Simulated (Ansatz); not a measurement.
Be₅Te (P3) at 2 levels of theory

One geometry, relaxed with PBE; plane waves with PAW potentials in Ansatz, scalar-relativistic. No spin polarisation. Gaps are the least over mesh and band path; pressure is positive in compression.

```cif
data_structure
_symmetry_space_group_name_H-M 'P3'
_symmetry_Int_Tables_number 143
_cell_length_a 4.0127
_cell_length_b 4.0127
_cell_length_c 13.9197
_cell_angle_alpha 90.000
_cell_angle_beta 90.000
_cell_angle_gamma 120.000
_cell_volume 194.10
loop_
_atom_site_label
_atom_site_type_symbol
_atom_site_symmetry_multiplicity
_atom_site_Wyckoff_symbol
_atom_site_fract_x
_atom_site_fract_y
_atom_site_fract_z
_atom_site_occupancy
Be1 Be 1 b 0.33333 0.66667 0.01907 1
Be2 Be 3 d 0.33316 0.32509 0.88948 1
Be3 Be 1 a 0.00000 0.00000 0.02041 1
Be4 Be 1 c 0.66667 0.33333 0.02029 1
Be5 Be 3 d 0.85550 0.66665 0.14843 1
Be6 Be 1 b 0.33333 0.66667 0.57574 1
Te1 Te 1 c 0.66667 0.33333 0.56092 1
Te2 Te 1 b 0.33333 0.66667 0.26384 1
```

| level | cutoff (eV) | k mesh | gap (eV) | pressure (GPa) |
| --- | --- | --- | --- | --- |
| PBE | 420 | 12×12×4 | 0.16 | 0.0 |

What comes out on the same cell with r2SCAN?

```tsv
level	cutoff (eV)	k mesh	gap (eV)	pressure (GPa)
r2SCAN	500	12×12×4	0.20	-0.1
```

Spin-orbit coupling matters for the bands of heavy elements and is left out. The cell holds layers, chains or molecules and no dispersion correction was added, so their binding is poorly described.

The structure comes from a proposed guess; another structure or a mixture of phases may lie lower.
